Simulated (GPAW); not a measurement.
ZrC: phonons with optB88-vdW

The system is ZrC.

```
Zr C
1.0
     3.34462    0.00000    0.00000
     1.67231    2.89652    0.00000
     1.67231    0.96551    2.73087
Zr C
1 1
Cartesian
  3.3446 1.9310 1.3654
  0.0000 0.0000 0.0000
```

```yaml
Program: GPAW 26.7.0
Task: phonons
Functional: optB88-vdW
Potentials_or_basis: GPAW PAW data sets (gpaw-data 1.2.1)
Cutoff: 680 eV
Basis: pw
k_mesh: 10 × 10 × 10
Occupations: fermi-dirac, width 0.05 eV
Spin: no spin polarisation
Maxiter: 150
older_calculator_legacy_gpaw: yes
Convergence: density=1e-06 eigenstates=1e-09
Supercell: 1 × 1 × 1
Supercell_k_mesh: 10 × 10 × 10
Displacement: 0.03
Relaxed_first: ions
```

| Quantity | Value |
| --- | --- |
| Band gap on the k mesh | none (metal or under the smearing width) |
| Highest phonon frequency at Γ | 402 cm⁻¹ |

Final structure:
```
Zr C
1.0
     3.34462    0.00000    0.00000
     1.67231    2.89652    0.00000
     1.67231    0.96551    2.73087
Zr C
1 1
Direct
  0.50000 0.50000 0.50000
  0.00000 0.00000 0.00000
```

Levels at points of the mesh, in eV from the Fermi level:
| k point | band 4 | band 5 | band 6 | band 7 | band 8 | band 9 | band 10 | band 11 | band 12 | band 13 |
| --- | --- | --- | --- | --- | --- | --- | --- | --- | --- | --- |
| (0.00, 0.00, 0.00) | -26.10 | -11.18 | 0.90 | 0.90 | 0.90 | 1.08 | 1.08 | 1.08 | 2.73 | 2.73 |
| (0.50, 0.50, 0.00) | -26.35 | -10.01 | -2.06 | -1.62 | 0.03 | 0.03 | 4.27 | 5.40 | 5.40 | 7.64 |
| (0.50, 0.50, 0.50) | -26.17 | -8.25 | -5.15 | -2.86 | -2.86 | 4.31 | 4.31 | 5.13 | 6.65 | 9.76 |

Phonon frequencies in cm⁻¹ (negative: imaginary):
```csv
q point,frequencies
"(0.000, 0.000, 0.000)",0 0 0 402 402 402
```

Run time: 110 s on 1 thread of INTEL(R) XEON(R) PLATINUM 8581C CPU @ 2.30GHz (Emerald Rapids), on a shared host, peak memory 0.33 GiB.
